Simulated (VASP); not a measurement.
# Au (Im-3m) in VASP: notebook

Aim: see how the results for Au move with the level of theory and the settings. Levels: PBEsol, RPBE, LDA. Tasks: relaxation of cell and atoms.

All numbers are computed with VASP 6.6.1; they aren't measurements. Logs are shortened: lines on timing, memory, paths and dates and some standing lists are left out, and cuts for length are marked.

**1. Starting point**

It takes space group Im-3m (No. 229, cubic). Conventional cell: a = 3.240 Å, b = 3.240 Å, c = 3.240 Å, α = 90.00°, β = 90.00°, γ = 90.00°. Around Au (site symmetry m-3m) lie 8 Au at 2.81 Å.

This isn't the form of Au at room conditions, which is fcc.

**2. Relaxation of cell and atoms, PBEsol**

File INCAR:

```
PREC     = Accurate       # precision mode
ENCUT    = 580            # plane-wave cutoff, eV
EDIFF    = 1E-7           # SCF threshold, eV
ISMEAR   = 0              # smearing method
SIGMA    = 0.1            # smearing width, eV
LREAL    = False          # projectors in reciprocal space
LASPH    = True           # aspherical terms in the spheres
NELM     = 60             # most SCF steps
ALGO     = Normal         # electronic algorithm
ISIF     = 3              # what is computed and relaxed
LWAVE    = False          # write WAVECAR
LCHARG   = False          # write CHGCAR
GGA      = PS             # functional
IBRION   = 2              # ionic algorithm
NSW      = 90             # ionic steps
EDIFFG   = -0.005         # ionic threshold
```

File KPOINTS:

```
Automatic mesh
0
Gamma
  18 18 18
```

File POSCAR:

```
Au
1.0
   -1.6198059000      1.6198059000      1.6198059000
    1.6198059000     -1.6198059000      1.6198059000
    1.6198059000      1.6198059000     -1.6198059000
Au
1
Direct
    0.0000000000      0.0000000000      0.0000000000
```

Potentials or basis: VASP PAW PBE potentials, release 64 (Au).

The run is started by

```bash
$ cat potpaw_PBE.64/Au/POTCAR > POTCAR
$ mpirun -np 1 vasp_std > vasp.out
```

OUTCAR:

```text
PREC = Accurate
   ENCUT = 580
   EDIFF = 1E-7
   ISMEAR = 0
   LREAL = False
   LASPH = True
   NELM = 60
   ISIF = 3
   GGA = PS
   IBRION = 2
   NSW = 90
   EDIFFG = -0.005

 ion  position               nearest neighbor table
   1  0.000  0.000  0.000-

  LATTYP: Found a body centered cubic cell.
 ALAT       =     3.2396118000

  Lattice vectors:

 A1 = (  -1.6198059000,   1.6198059000,   1.6198059000)
 A2 = (   1.6198059000,  -1.6198059000,   1.6198059000)
 A3 = (   1.6198059000,   1.6198059000,  -1.6198059000)

Analysis of symmetry for initial positions (statically):
=====================================================================
 Subroutine PRICEL returns:
 Original cell was already a primitive cell.

 Routine SETGRP: Setting up the symmetry group for a
 body centered cubic supercell.

 Subroutine GETGRP returns: Found 48 space group operations
 (whereof 48 operations were pure point group operations)
 out of a pool of 48 trial point group operations.

The static configuration has the point symmetry O_h .

Analysis of symmetry for dynamics (positions and initial velocities):
=====================================================================
 Subroutine PRICEL returns:
 Original cell was already a primitive cell.

 Routine SETGRP: Setting up the symmetry group for a
 body centered cubic supercell.

 Subroutine GETGRP returns: Found 48 space group operations
 (whereof 48 operations were pure point group operations)
 out of a pool of 48 trial point group operations.

The dynamic configuration has the point symmetry O_h .

 Subroutine INISYM returns: Found 48 space group operations
 (whereof 48 operations are pure point group operations),
 and found     1 'primitive' translations

----------------------------------------------------------------------------------------

                                     Primitive cell

  volume of cell :      17.0000

  direct lattice vectors                    reciprocal lattice vectors
    -1.619805900  1.619805900  1.619805900     0.000000000  0.308678960  0.308678960
     1.619805900 -1.619805900  1.619805900     0.308678960  0.000000000  0.308678960
     1.619805900  1.619805900 -1.619805900     0.308678960  0.308678960  0.000000000

  length of vectors
     2.805586117  2.805586117  2.805586117     0.436537971  0.436537971  0.436537971

  position of ions in fractional coordinates (direct lattice)
     0.000000000  0.000000000  0.000000000

  ion indices of the primitive-cell ions
   primitive index   ion index
                 1           1

----------------------------------------------------------------------------------------

 KPOINTS: Automatic mesh

Automatic generation of k-mesh.
 Grid dimensions read from file:
 generate k-points for:   18   18   18

 Generating k-lattice:

  Cartesian coordinates                     Fractional coordinates (reciprocal lattice)
     0.000000000  0.017148831  0.017148831     0.055555556  0.000000000  0.000000000
     0.017148831  0.000000000  0.017148831     0.000000000  0.055555556  0.000000000
     0.017148831  0.017148831  0.000000000     0.000000000  0.000000000  0.055555556

  Length of vectors
     0.024252110  0.024252110  0.024252110

  Shift w.r.t. Gamma in fractional coordinates (k-lattice)
     0.000000000  0.000000000  0.000000000

 Subroutine IBZKPT returns following result:
 ===========================================

 Found    195 irreducible k-points:

 Following reciprocal coordinates:
            Coordinates               Weight
  0.000000  0.000000  0.000000      1.000000
  0.055556  0.000000  0.000000     12.000000
  0.111111  0.000000  0.000000     12.000000
  0.166667  0.000000  0.000000     12.000000
  0.222222  0.000000  0.000000     12.000000
  0.277778  0.000000  0.000000     12.000000
[... 16 lines left out ...]
  0.333333  0.111111  0.000000     48.000000
  0.388889  0.111111  0.000000     48.000000
 [... further k-points ...]
   k-points           NKPTS =    195   k-points in BZ     NKDIM =    195   number of bands    NBANDS=      9
   number of dos      NEDOS =    301   number of ions     NIONS =      1
   total plane-waves  NPLWV =  13824
   dimension x,y,z NGX =    24 NGY =   24 NGZ =   24
   dimension x,y,z NGXF=    48 NGYF=   48 NGZF=   48
   ions per type =               1
   NGX,Y,Z   is equivalent  to a cutoff of  14.22, 14.22, 14.22 a.u.
   NGXF,Y,Z  is equivalent  to a cutoff of  28.44, 28.44, 28.44 a.u.
 SYSTEM =  unknown system
   PREC   = accura    normal or accurate (medium, high low for compatibility)
   ISTART =      0    job   : 0-new  1-cont  2-samecut
   ICHARG =      2    charge: 1-file 2-atom 10-const
   ISPIN  =      1    spin polarized calculation?
   LNONCOLLINEAR =      F non collinear calculations
   LSORBIT =      F    spin-orbit coupling
   LASPH  =      T    aspherical Exc in radial PAW
   ENCUT  =  580.0 eV  42.63 Ry    6.53 a.u.   5.51  5.51  5.51*2*pi/ulx,y,z
   NELM   =     60;   NELMIN=  2; NELMDL= -5     # of ELM steps
   EDIFF  = 0.1E-06   stopping-criterion for ELM
   LREAL  =      F    real-space projection
   EDIFFG = -.5E-02   stopping-criterion for IOM
   NSW    =     90    number of steps for IOM
   IBRION =      2    ionic relax: 0-MD 1-quasi-New 2-CG
   NFREE  =      1    steps in history (QN), initial steepest desc. (CG)
   ISIF   =      3    stress and relaxation
   ISYM   =      2    0-nonsym 1-usesym 2-fastsym
   POTIM  = 0.5000    time-step for ionic-motion
   TEBEG  =    0.0;   TEEND  =   0.0 temperature during run
   PSTRESS=    0.0 pullay stress
   NELECT =      11.0000    total number of electrons
   NUPDOWN=      -1.0000    fix difference up-down
   EMIN   =  10.00;   EMAX   =-10.00  energy-range for DOS
   EFERMI =   0.00;   METHOD = LEGACY
   ISMEAR =     0;   SIGMA  =   0.10  broadening in eV -4-tet -1-fermi 0-gaus
   EFERMI_NEDOS =   21; number of points for ismear=-14 and -15
   IALGO  =     38    algorithm
   IMIX   =      4    mixing-type and parameters
     AMIX     =   0.40;   BMIX     =  1.00
     AMIX_MAG =   1.60;   BMIX_MAG =  1.00
  volume/ion in A,a.u.               =      17.00       114.72
  Fermi-wavevector in a.u.,A,eV,Ry     =   1.415977  2.675808 27.279543  2.004990
  Thomas-Fermi vector in A             =   2.537359
   LORBIT       =      0    0 simple, 1 ext, 2 COOP (PROOUT), +10 PAW based schemes
   GGA     = PS    functional components
   LHFCALC =     F    Hartree Fock is set to
   AEXX    =    0.0000 exact exchange contribution
   IVDW    =     0    specifies the selected vdW correction
   LEPSILON=     F    determine dielectric tensor
   LRPA    =     F    only Hartree local field effects (RPA)
 conjugate gradient relaxation of ions
 non-spin polarized calculation
 Gauss-broadening in eV      SIGMA  =   0.10
  energy-cutoff  :      580.00
  volume of cell :       17.00
 maximum number of plane-waves:       559
 NGX is ok and might be reduce to    24
   NGX = 11   NGY = 11   NGZ = 11

--------------------------------------- Ionic step        1  -------------------------------------------

 number of electron      11.0000001 magnetization

 Free energy of the ion-electron system (eV)
  ---------------------------------------------------
  ext. energy  EPLUGINS =         0.00000000
  ---------------------------------------------------
  free energy    TOTEN  =        -3.90486352 eV

  energy without entropy =       -3.90444296  energy(sigma->0) =       -3.90465324

------------------------ aborting loop because EDIFF is reached ----------------------------------------

  FORCE on cell =-STRESS in cart. coord.  units (eV):
  Direction    XX          YY          ZZ          XY          YZ          ZX
  --------------------------------------------------------------------------------------
  -------------------------------------------------------------------------------------
  Total        0.0190548      0.0190548      0.0190548     -0.0000000     -0.0000000      0.0000000
  in kB        1.7958367      1.7958367      1.7958367     -0.0000000     -0.0000000      0.0000000
  external PRESSURE =       1.7958367 kB  Pullay stress =       0.0000000 kB
[... 55 lines left out ...]
  energy  without entropy=       -3.9044189879  energy(sigma->0) =       -3.90463136

--------------------------------------- Ionic step        3  -------------------------------------------

 number of electron      11.0000001 magnetization

 Free energy of the ion-electron system (eV)
  ---------------------------------------------------
  ext. energy  EPLUGINS =         0.00000000
  ---------------------------------------------------
  free energy    TOTEN  =        -3.90487267 eV

  energy without entropy =       -3.90445070  energy(sigma->0) =       -3.90466168

 E-fermi :   9.3269     XC(G=0): -12.8964

 val. band max:        9.2839235020   @ k =   0.3889   0.0556   0.0556
 cond. band min:       9.3916880200   @ k =  -0.3333   0.3333   0.3333
 fundamental gap:      0.1077645180
 Fermi energy:         9.3268916764

 k-point     1 :       0.0000    0.0000    0.0000
  band No.  band energies     occupation
      1      -0.6223      2.00000
      2       4.4312      2.00000
      3       4.4312      2.00000
      4       4.4312      2.00000
      5       6.3888      2.00000
      6       6.3888      2.00000
      7      25.8032      0.00000
      8      25.8032      0.00000
      9      25.8032      0.00000
[... 265 lines left out ...]
 k-point    24 :       0.3889    0.1111    0.0000
  band No.  band energies     occupation
      1       2.2960      2.00000
      2       3.4415      2.00000
      3       5.9003      2.00000
      4       6.2502      2.00000
      5       7.0290      2.00000
      6       9.4590      0.06175
      7      13.7994      0.00000
      8      21.1026      0.00000
      9      22.8507      0.00000

 [... further k-points ...]

------------------------ aborting loop because EDIFF is reached ----------------------------------------

  FORCE on cell =-STRESS in cart. coord.  units (eV):
  Direction    XX          YY          ZZ          XY          YZ          ZX
  --------------------------------------------------------------------------------------
  -------------------------------------------------------------------------------------
  Total        0.0003591      0.0003591      0.0003591     -0.0000000      0.0000000     -0.0000000
  in kB        0.0338068      0.0338068      0.0338068     -0.0000000      0.0000000     -0.0000000
  external PRESSURE =       0.0338068 kB  Pullay stress =       0.0000000 kB
[... 16 lines left out ...]
  FREE ENERGIE OF THE ION-ELECTRON SYSTEM (eV)
  ---------------------------------------------------
  free  energy   TOTEN  =        -3.9048726653 eV

  energy  without entropy=       -3.9044506959  energy(sigma->0) =       -3.90466168

 reached required accuracy - stopping structural energy minimisation
```

It took 19 s on 1 thread of Intel Xeon 6975P-C (Granite Rapids), shared host; peak memory 0.17 GiB.

Results:

| Item | Value |
| --- | --- |
| Free energy | -3.9049 eV |
| Relaxed volume | 17.02 Å³/atom |
| Relaxed cell | a = 2.806 Å, b = 2.806 Å, c = 2.806 Å, α = 109.47°, β = 109.47°, γ = 109.47° |
| Space group after relaxing (to 0.05 Å) | Im-3m (No. 229) |
| Energy gained by relaxing | 0.0 meV/atom |
| Ionic steps | 3 |
| Pressure after relaxing | 0.0 GPa |
| Band gap on the k mesh | none (metal or under the smearing width) |

Final structure:
```cif
data_structure
_symmetry_space_group_name_H-M 'P 1'
_symmetry_Int_Tables_number 1
_cell_length_a 2.8065
_cell_length_b 2.8065
_cell_length_c 2.8065
_cell_angle_alpha 109.471
_cell_angle_beta 109.471
_cell_angle_gamma 109.471
_cell_volume 17.02
loop_
_atom_site_label
_atom_site_type_symbol
_atom_site_fract_x
_atom_site_fract_y
_atom_site_fract_z
_atom_site_occupancy
Au1 Au 0.00000 0.00000 0.00000 1
```

Levels at points of the mesh, in eV from the Fermi level:
```
           k point  band 2  band 3  band 4  band 5  band 6  band 7  band 8  band 9
(0.00, 0.00, 0.00)   -4.90   -4.90   -4.90   -2.94   -2.94   16.48   16.48   16.48
(0.50, 0.00, 0.00)   -6.00   -3.09   -2.73   -1.38   -0.73    3.55   12.33   13.87
(0.50, 0.50, 0.50)   -6.87   -1.77   -1.77   -1.77    6.23    6.23    6.23    9.70
```

Caveat: the PAW data sets were made with another functional, which shifts forces and pressure a little. The run has no spin-orbit coupling, so splittings on Au are missing.

(Continued in part 2 of 2.)
